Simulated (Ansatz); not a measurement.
# SiNi3 (R-3m) in Ansatz: a series of runs

The runs below take SiNi3 through elastic constants, single point, equation of state, with PBEsol, LDA.

Everything below comes from runs of Ansatz 0.2.0. Logs are shortened: lines on timing, memory, paths and dates and some standing lists are left out, and cuts for length are marked.

## 1. The structure

It takes space group R-3m (No. 166, trigonal). The conventional cell has a = 2.586 Å, b = 2.586 Å, c = 22.986 Å, α = 90.00°, β = 90.00°, γ = 120.00°. Around Ni (site symmetry 3m) lie 3 Si at 2.34 Å and 9 Ni at 2.52 to 2.59 Å. Ni (site symmetry -3m) has 12 Ni at 2.52 to 2.59 Å as nearest neighbours. Around Si (site symmetry -3m) lie 6 Ni at 2.34 Å and 6 Si at 2.59 Å.

The cell comes from a database or a generator and needn't be the stable form of this composition.

## 2. Elastic constants, PBEsol, collinear spin, ferromagnetic start

input.yaml reads:

```yaml
crystal:
  lattice:
    - [1.2928041287, 0.7464008117, 7.661989331]
    - [-1.2928041287, 0.7464008117, 7.661989331]
    - [0.0, -1.4928016234, 7.661989331]
  atoms:
    - { symbol: Ni, position: [0.254733, 0.254733, 0.254733], spin: 1.0 }
    - { symbol: Ni, position: [0.5, 0.5, 0.5], spin: 1.0 }
    - { symbol: Ni, position: [0.745267, 0.745267, 0.745267], spin: 1.0 }
    - { symbol: Si, position: [0.0, 0.0, 0.0] }
hamiltonian:
  xc: pbesol
  pseudopotentials: { kind: paw }
magnetization:
  spin_polarized: true
kpoints:
  mp_grid: { grid: [10, 10, 10] }
scf:
  occupations: { method: fermi_dirac, width: 0.05 }
output:
  forces: true
  stress: true
elastic:
  mode: relaxed_ion
  stencil: two_point
```

Potentials or basis: Ansatz PAW.

Command:

```
> ansatz run input.yaml --threads 2 --pin off --max-ram 5632MiB --backend cpu --events-out ev --progress --plain --runs-dir out
```

The program printed:

```text
Warning: RAYON_NUM_THREADS=2 ignored (pool sized by the plan → 2); use --threads N
Engine: ansatz 0.2.0, x86_64-unknown-linux-gnu
Pseudopotentials: kind: paw
Pseudopotential: Ni, paw, valence charge 18, recommended cutoff 420 eV (normal), Ni.paw.azcp
Pseudopotential: Si, paw, valence charge 4, recommended cutoff 420 eV (normal), Si.paw.azcp
Functional definition: PBEsol
  exchange = pbesol_x
  correlation = pbesol_c
Crystal: 4 atoms, lattice volume = 44.361 Å³
Basis set: ecut = 420 eV, 889 PW (Γ), exchange–correlation on 108×108×108 points (8 copies of the dense FFT grid, shifted against one another)
Bands: 37, of which v1, the nominal top of the filled ones, is band 29 counted from 1 (28 counted from 0)
Symmetry: 12 space group operations
Space group: R-3m (ITA 166), of the structure as read, at distance tolerance 3.5e-5 Å
Magnetic group: BNS 166.97 (UNI 1327), of the structure as read, at distance tolerance 3.5e-5 Å
k-points: 116 of 1000
Non-local potential: Ni, projectors of the file, l = 0: 3, l = 1: 2, l = 2: 3, l = 3: 1
Non-local potential: Si, projectors of the file, l = 0: 2, l = 1: 2, l = 2: 2
PAW form: soft (Blöchl's): semilocal exchange-correlation on the pseudo side does not see the compensation charge
PAW frozen core: Ni, regenerated for the run's functional, and the local potential with it (the file was generated under x = pbe(κ = 0.804, μ = 0.2195149727645171), c = pbe(β = 0.06672455060314922))
PAW frozen core: Si, regenerated for the run's functional, and the local potential with it (the file was generated under x = pbe(κ = 0.804, μ = 0.2195149727645171), c = pbe(β = 0.06672455060314922))
PAW one-centre angular grid: Ni, 590 points (default); XC on 64 Gauss nodes
PAW one-centre angular grid: Si, 110 points (default); XC on 64 Gauss nodes
Initial density: superposition of atomic densities (chi_scale 0.1, normalization cell)
Starting moments: Σ|m| = 3 μB on 3 of 4 sites
Initial wavefunctions: pseudopotential atomic-orbital guess
Functional: x = pbesol(κ = 0.804, μ = 0.12345679012345678), c = pbesol(β = 0.046)
SCF 1 converged in 14 iterations: F = -18037.220191 eV  dr2 = 2.79e-8
a single point of the input's cell can leave the moments in the input for a lower state (scf.lower_state_search): this run first made a single point of its cell. This run's own SCFs start from the density of the state that the single point found, with the moments in the input. The single point stayed on the moments in the input.
[... 1 line left out ...]
Stability of the state it starts from, as read at its close in the collinear treatment: not read negative (Ritz values of 1 − χ₀K, real part plus size of imaginary part, from 0.54 to 0.61, by its mixing steps under the symmetry group of the SCF that read it); its run was given moments
Starting moments: Σ|m| = 3 μB on 3 of 4 sites; this step starts from the density that it was given
[... 2 lines left out ...]
eigensolver tolerance schedule: the retry pair's looser diagonalisation over-reported the residual by 329537.38 of it (diagonalisation noise at an unbounded share of the residual, at the tolerance the schedule requests for it); recorded, not acted on — ethr = c·dr2/N_el stays at c = 1.0e-1
[... 7 lines left out ...]
[... 529 lines left out ...]
--- Per-component energies (eV) ---
  E_band       = -881.814473
  E_kinetic    = 896.004427
  E_local      = -12580.675527  (includes V_loc(G=0)·N_el)
  E_nonlocal   = 1936.695120
  E_hartree    = 5411.209028
  E_xc         = -310.870349
  E_vxc        = -378.439465  (∫ρ·V_xc dr)
  E_paw        = -5286.269583  (= ΣΔE_a)
  E_vpaw       = -1577.818486  (= ΣTr[D̂ρ^β])
  E_aug_tail   = 0.001424  (compensation charges beyond the density's cutoff)
  E_ewald      = -8103.904419
  E_core_change = 0.623427  (= ΣΔE_core)
  E_smearing   = -0.034005  (= −TS)
  E_closure    = -0.000000  (closes the sum)
  Σ components = -18037.220456   (vs F -18037.220456, Δ=0.00e0)
--- Forces (eV/Å), atoms counted from 1 ---
  atom   1  Ni     0.00000000    -0.00000000     0.00000031
  atom   2  Ni    -0.00000000    -0.00000000    -0.00000000
  atom   3  Ni     0.00000000     0.00000000    -0.00000031
  atom   4  Si    -0.00000000    -0.00000000     0.00000000
  max |Σ_I F_I| component: 1.68e-29 eV/Å
--- Stress (GPa, compression-positive) ---
       -5.714956       0.000000       0.000000
        0.000000      -5.714956       0.000000
        0.000000       0.000000      -6.612525
  P = ⅓ Tr σ = -6.0141 GPa (-60.141 kbar)
--- Band table (eV; the first three rows and the last of 232) ---
[... 4 lines left out ...]
--- Elastic constants: 3 strain directions × 2 members + reference (group order 12) ---
  dense FFT box of the reference and of every strained cell: 54×54×54
  strains applied: 11, 33, 23; error gains: componentwise 1.00 (the most a stress slope's error grows in a printed constant), spectral 1.41 (1 for all six strains in a standard setting)
  reference relaxed by the batch: 4 steps; max|allowed force component| 5.56e-2 eV/Å at the deck's positions, 5.41e-7 at the last accepted step, 3.09e-7 by the solve of record
  largest displacement 4.7e-3 Å; the constants are those of the deck's cell at these positions:
  atoms:
    - { symbol: Ni, position: [0.25493953275674225, 0.25493953275674225, 0.25493953275674225] }
    - { symbol: Ni, position: [0.5, 0.5, 0.5] }
    - { symbol: Ni, position: [0.7450604672432579, 0.7450604672432579, 0.7450604672432579] }
    - { symbol: Si, position: [-4.716800148750241e-21, -4.716800148750222e-21, -4.716800148750224e-21] }
  C = ∂σ_k/∂η_j (tension-positive GPa; Voigt order 11 22 33 23 13 12):
       264.742    133.539    104.349     19.648      0.000      0.000
       133.539    264.742    104.349    -19.648      0.000      0.000
       103.431    103.431    382.859      0.000      0.000      0.000
        19.651    -19.651     -0.000     73.043      0.000      0.000
        -0.000     -0.000     -0.000     -0.000     73.043     19.651
         0.000      0.000      0.000      0.000     19.648     65.601
  reference stress σ⁰ (GPa):      5.715      5.715      6.613     -0.000     -0.000     -0.000
  C* (energy form; C + prestress term) asymmetry max|C*_kj − C*_jk| = 2.082e-2 GPa — a small one proves nothing (zero by symmetry where the batch's group is 432, −43m or m−3m); a large one is finite-difference/SCF noise where every solve meets its electron count
  moduli (Voigt/Reuss/Hill, GPa): K = 177.22/174.90/176.06   G = 80.41/70.36/75.38   E = 197.90   ν = 0.313
  mechanically stable: yes (min eigenvalue of sym C = 49.32 GPa)
  strain η (Voigt 11):  stress-route row diagonal C_11 = 264.74 GPa, energy-path curvature d²(F+E_count+ΔE)/dδ²/Ω₀ = 264.16 GPa
         δ    σ_11 (GPa)             F (eV)   n_scf  n_hpsi   n_pw
    -2.000e-3       5.1796      -18037.2234722       3  228821    894   relax 4 steps, max|allowed force component| 1.30e-5 eV/Å
     2.000e-3       6.2386      -18037.2171441       3  234749    896   relax 3 steps, max|allowed force component| 8.09e-7 eV/Å
  strain η (Voigt 33):  stress-route row diagonal C_33 = 382.86 GPa, energy-path curvature d²(F+E_count+ΔE)/dδ²/Ω₀ = 382.19 GPa
         δ    σ_33 (GPa)             F (eV)   n_scf  n_hpsi   n_pw
    -2.000e-3       5.8412      -18037.2239051       3   96892    896   relax 3 steps, max|allowed force component| 7.66e-8 eV/Å
     2.000e-3       7.3726      -18037.2165807       2   70131    899   relax 3 steps, max|allowed force component| 2.60e-7 eV/Å
  strain η (Voigt 23):  stress-route row diagonal C_44 = 73.04 GPa, energy-path curvature d²(F+E_count+ΔE)/dδ²/Ω₀ = 69.17 GPa
         δ    σ_23 (GPa)             F (eV)   n_scf  n_hpsi   n_pw
    -2.000e-3      -0.1453      -18037.2204164       2  170872    896   relax 3 steps, max|allowed force component| 1.63e-6 eV/Å
     2.000e-3       0.1469      -18037.2204167       2  165924    896   relax 3 steps, max|allowed force component| 3.16e-7 eV/Å
```

It took 6.2 min on 2 threads of Intel Xeon 6975P-C (Granite Rapids), shared host; peak memory 1.2 GiB.

Results:

- Free energy: -18037.2205 eV
- Pressure: -6.0 GPa
- Band gap on the k mesh: none (metal or under the smearing width)
- Net moment: 0.62 μB per cell
- Absolute moment: 0.71 μB per cell
- Site moments: Ni +0.09, +0.47; Si -0.00 μB
- Voigt bulk modulus: 177 GPa

Elastic tensor in Voigt notation (GPa, in the Cartesian axes of the cell as first typed):
```
265 134 104  20   0   0
134 265 104 -20   0   0
103 103 383   0   0   0
 20 -20   0  73   0   0
  0   0   0   0  73  20
  0   0   0   0  20  66
```

Caveat: the cell is more than 3 GPa from zero pressure, which shifts response properties; elastic constants of metals need much finer meshes, so these are rough; the PAW data sets come from PBE, with cores solved anew for the run's functional, which leaves a small shift of forces and pressure.

## 3. Single point, LDA, collinear spin, ferromagnetic start, 10.42 Å³/atom (volume scaled by 0.94)

input.yaml reads:

```yaml
crystal:
  lattice:
    - [1.2664129658, 0.7311638667, 7.5055783138]
    - [-1.2664129658, 0.7311638667, 7.5055783138]
    - [0.0, -1.4623277334, 7.5055783138]
  atoms:
    - { symbol: Ni, position: [0.254733, 0.254733, 0.254733], spin: 1.0 }
    - { symbol: Ni, position: [0.5, 0.5, 0.5], spin: 1.0 }
    - { symbol: Ni, position: [0.745267, 0.745267, 0.745267], spin: 1.0 }
    - { symbol: Si, position: [0.0, 0.0, 0.0] }
hamiltonian:
  xc: lda
  pseudopotentials: { kind: paw }
magnetization:
  spin_polarized: true
kpoints:
  mp_grid: { grid: [12, 12, 12] }
scf:
  occupations: { method: fermi_dirac, width: 0.05 }
output:
  forces: true
  stress: true
  eigenvalues: true
```

Potentials or basis: Ansatz PAW.

Command:

```
> ansatz run input.yaml --threads 2 --pin off --max-ram 5632MiB --backend cpu --events-out ev --progress --plain --runs-dir out
```

Wall time 37 s (2 threads of Intel Xeon 6975P-C (Granite Rapids), shared host); peak memory 1.9 GiB.

It converged, with:

| Property | Result |
| --- | --- |
| Free energy | -17929.6237 eV |
| Pressure | -0.1 GPa |
| Largest force | 0.099 eV/Å |
| Band gap on the k mesh | none (metal or under the smearing width) |
| Net moment | 0.00 μB per cell |
| Absolute moment | 0.00 μB per cell |

Caveat: the PAW data sets come from PBE, with cores solved anew for the run's functional, which leaves a small shift of forces and pressure; the starting moments weren't kept.

## 4. Single point, LDA, collinear spin, ferromagnetic start, 10.65 Å³/atom (volume scaled by 0.96)

Changes to input.yaml since step 3:

```diff
@@ -2,5 +2,5 @@
   lattice:
-    - [1.2664129658, 0.7311638667, 7.5055783138]
-    - [-1.2664129658, 0.7311638667, 7.5055783138]
-    - [0.0, -1.4623277334, 7.5055783138]
+    - [1.2753316608, 0.7363130776, 7.5584362406]
+    - [-1.2753316608, 0.7363130776, 7.5584362406]
+    - [0.0, -1.4726261553, 7.5584362406]
   atoms:
```

Command:

```
> ansatz run input.yaml --threads 2 --pin off --max-ram 5632MiB --backend cpu --events-out ev --progress --plain --runs-dir out
```

Run time: 37 s. Hardware: 2 threads of Intel Xeon 6975P-C (Granite Rapids), shared host; peak memory 1.9 GiB.

Results (log left out):

* Free energy: -17929.6098 eV
* Pressure: -4.8 GPa
* Largest force: 0.026 eV/Å
* Band gap on the k mesh: none (metal or under the smearing width)
* Net moment: 0.00 μB per cell
* Absolute moment: 0.00 μB per cell

Caveat: the PAW data sets come from PBE, with cores solved anew for the run's functional, which leaves a small shift of forces and pressure; the starting moments weren't kept.

## 5. Single point, LDA, collinear spin, ferromagnetic start, 10.87 Å³/atom (volume scaled by 0.98)

Changes to input.yaml since step 4:

```diff
@@ -2,5 +2,5 @@
   lattice:
-    - [1.2753316608, 0.7363130776, 7.5584362406]
-    - [-1.2753316608, 0.7363130776, 7.5584362406]
-    - [0.0, -1.4726261553, 7.5584362406]
+    - [1.2841273295, 0.7413912593, 7.6105650344]
+    - [-1.2841273295, 0.7413912593, 7.6105650344]
+    - [0.0, -1.4827825187, 7.6105650344]
   atoms:
```

Command:

```
> ansatz run input.yaml --threads 2 --pin off --max-ram 5632MiB --backend cpu --events-out ev --progress --plain --runs-dir out
```

It took 18 s on 2 threads of Intel Xeon 6975P-C (Granite Rapids), shared host; peak memory 0.77 GiB.

The run converged. Its results:

* Free energy: -17929.5717 eV
* Pressure: -8.9 GPa
* Largest force: 0.043 eV/Å
* Band gap on the k mesh: none (metal or under the smearing width)
* Net moment: 0.00 μB per cell
* Absolute moment: 0.00 μB per cell

Caveat: the PAW data sets come from PBE, with cores solved anew for the run's functional, which leaves a small shift of forces and pressure; the starting moments weren't kept.

## 6. Single point, LDA, collinear spin, ferromagnetic start, 11.09 Å³/atom

Changes to input.yaml since step 5:

```diff
@@ -2,5 +2,5 @@
   lattice:
-    - [1.2841273295, 0.7413912593, 7.6105650344]
-    - [-1.2841273295, 0.7413912593, 7.6105650344]
-    - [0.0, -1.4827825187, 7.6105650344]
+    - [1.2928041287, 0.7464008117, 7.661989331]
+    - [-1.2928041287, 0.7464008117, 7.661989331]
+    - [0.0, -1.4928016234, 7.661989331]
   atoms:
```

Potentials or basis: Ansatz PAW.

Command:

```
> ansatz run input.yaml --threads 2 --pin off --max-ram 5632MiB --backend cpu --events-out ev --progress --plain --runs-dir out
```

Wall time 18 s (2 threads of Intel Xeon 6975P-C (Granite Rapids), shared host); peak memory 0.77 GiB.

Results (log left out):

```
Free energy            : -17929.5122 eV
Pressure               : -12.5 GPa
Largest force          : 0.107 eV/Å
Band gap on the k mesh : none (metal or under the smearing width)
Net moment             : 0.20 μB per cell
Absolute moment        : 0.23 μB per cell
Site moments           : Ni +0.02, +0.16; Si -0.00 μB
```

Caveat: the PAW data sets come from PBE, with cores solved anew for the run's functional, which leaves a small shift of forces and pressure; the starting moments weren't kept.

## 7. Single point, LDA, collinear spin, ferromagnetic start, 11.31 Å³/atom (volume scaled by 1.02)

Changes to input.yaml since step 6:

```diff
@@ -2,5 +2,5 @@
   lattice:
-    - [1.2928041287, 0.7464008117, 7.661989331]
-    - [-1.2928041287, 0.7464008117, 7.661989331]
-    - [0.0, -1.4928016234, 7.661989331]
+    - [1.301365995, 0.7513440075, 7.712732461]
+    - [-1.301365995, 0.7513440075, 7.712732461]
+    - [0.0, -1.502688015, 7.712732461]
   atoms:
@@ -23 +23,5 @@
   eigenvalues: true
+  write_density: true
+  write_potential: true
+  elf: true
+  volumetric_format: npy
```

Command:

```
> ansatz run input.yaml --threads 2 --pin off --max-ram 5632MiB --backend cpu --events-out ev --progress --plain --runs-dir out
```

Run time: 21 s. Hardware: 2 threads of Intel Xeon 6975P-C (Granite Rapids), shared host; peak memory 0.77 GiB.

Results (log left out):

```yaml
Free_energy: -17929.4340 eV
Pressure: -15.7 GPa
Largest_force: 0.165 eV/Å
Band_gap_on_the_k_mesh: none (metal or under the smearing width)
Net_moment: 0.32 μB per cell
Absolute_moment: 0.37 μB per cell
Site_moments: Ni +0.04, +0.26; Si -0.00 μB
```

Caveat: the PAW data sets come from PBE, with cores solved anew for the run's functional, which leaves a small shift of forces and pressure.

## 8. Single point, LDA, collinear spin, ferromagnetic start, 11.53 Å³/atom (volume scaled by 1.04)

Changes to input.yaml since step 7:

```diff
@@ -2,5 +2,5 @@
   lattice:
-    - [1.301365995, 0.7513440075, 7.712732461]
-    - [-1.301365995, 0.7513440075, 7.712732461]
-    - [0.0, -1.502688015, 7.712732461]
+    - [1.3098166603, 0.7562230014, 7.7628165427]
+    - [-1.3098166603, 0.7562230014, 7.7628165427]
+    - [0.0, -1.5124460028, 7.7628165427]
   atoms:
@@ -23,5 +23 @@
   eigenvalues: true
-  write_density: true
-  write_potential: true
-  elf: true
-  volumetric_format: npy
```

Command:

```
> ansatz run input.yaml --threads 2 --pin off --max-ram 5632MiB --backend cpu --events-out ev --progress --plain --runs-dir out
```

Run time: 16 s. Hardware: 2 threads of Intel Xeon 6975P-C (Granite Rapids), shared host; peak memory 0.79 GiB.

It converged, with:

```
Free energy            : -17929.3393 eV
Pressure               : -18.5 GPa
Largest force          : 0.217 eV/Å
Band gap on the k mesh : none (metal or under the smearing width)
Net moment             : 0.41 μB per cell
Absolute moment        : 0.46 μB per cell
Site moments           : Ni +0.06, +0.31; Si -0.00 μB
```

Caveat: the PAW data sets come from PBE, with cores solved anew for the run's functional, which leaves a small shift of forces and pressure.

## 9. Single point, LDA, collinear spin, ferromagnetic start, 11.76 Å³/atom (volume scaled by 1.06)

Changes to input.yaml since step 8:

```diff
@@ -2,5 +2,5 @@
   lattice:
-    - [1.3098166603, 0.7562230014, 7.7628165427]
-    - [-1.3098166603, 0.7562230014, 7.7628165427]
-    - [0.0, -1.5124460028, 7.7628165427]
+    - [1.3181596665, 0.7610398383, 7.8122625671]
+    - [-1.3181596665, 0.7610398383, 7.8122625671]
+    - [0.0, -1.5220796766, 7.8122625671]
   atoms:
```

Potentials or basis: Ansatz PAW.

Command:

```
> ansatz run input.yaml --threads 2 --pin off --max-ram 5632MiB --backend cpu --events-out ev --progress --plain --runs-dir out
```

It took 17 s on 2 threads of Intel Xeon 6975P-C (Granite Rapids), shared host; peak memory 0.79 GiB.

Results (log left out):

| Quantity | Value |
| --- | --- |
| Free energy | -17929.2300 eV |
| Pressure | -20.9 GPa |
| Largest force | 0.264 eV/Å |
| Band gap on the k mesh | none (metal or under the smearing width) |
| Net moment | 0.47 μB per cell |
| Absolute moment | 0.54 μB per cell |
| Site moments | Ni +0.07, +0.36; Si -0.00 μB |

Caveat: the PAW data sets come from PBE, with cores solved anew for the run's functional, which leaves a small shift of forces and pressure.

## 10. Equation of state, LDA, collinear spin, ferromagnetic start

Potentials or basis: Ansatz PAW.

This step only gathers the single runs of the series.

What came out:

| Property | Result |
| --- | --- |
| Equilibrium volume | 10.42 Å³/atom (rough: see the caveat) |
| Bulk modulus at fixed shape and positions | 234 GPa (rough) |

Energy against volume, from the lowest point:
```tsv
volume (Å³/atom)	energy (meV/atom)
10.425	0.00
10.647	3.47
10.868	12.99
11.090	27.87
11.312	47.43
11.534	71.10
11.756	98.42
```

Caveat: the minimum lies outside the volumes run; the cell was scaled at fixed shape and fractional positions, which overstates the stiffness of a crystal with free parameters, most of all of layers and chains.
